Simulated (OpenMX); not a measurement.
## Re under changes of volume

One of the cells (14.714 Å³/atom); the others are scaled copies at fixed shape and fractional positions:

```xyz
2
Lattice="2.7608 0.0000 0.0000 -1.3804 2.3909 0.0000 0.0000 0.0000 4.4582" Properties=species:S:1:pos:R:3 pbc="T T T"
Re    1.3804    0.7970    3.3436
Re    0.0000    1.5939    1.1145
```

| Item | Value |
| --- | --- |
| Program | OpenMX 3.8.5 |
| Functional | LDA |
| Potentials or basis | OpenMX 2013 LDA set, Re7.0-s3p2d2f1, fixed grid of 28 × 28 × 54 points |
| k mesh | 11 × 11 × 7 |
| Occupations | fermi-dirac, width 0.05 eV |
| Spin | no spin polarisation |

```csv
volume (Å³/atom),energy over the lowest point (meV/atom),largest force (eV/Å)
13.831,?,?
14.125,3.32,0.049
14.420,0.00,0.046
14.714,11.74,0.045
15.008,37.00,0.042
15.303,74.52,0.040
15.597,122.85,0.038
```

Q: What does the run at 13.831 Å³/atom give?

A: Energy over the lowest point 23.80 meV/atom; largest force 0.051 eV/Å.

Worked out: A Birch-Murnaghan fit of order 3 (a polynomial in V^(-2/3)) to the other rows has its minimum at 14.33 Å³/atom with B0 = V·E''(V) = 412 GPa and B' = 4.2 at fixed shape and positions, which overstates the stiffness. It gives 23.40 meV/atom at 13.831 Å³/atom, against the run's 23.80.

Energies are extrapolated to zero smearing.

Caveats: the basis of atomic orbitals isn't converged, which shifts pressures, moduli and gaps.
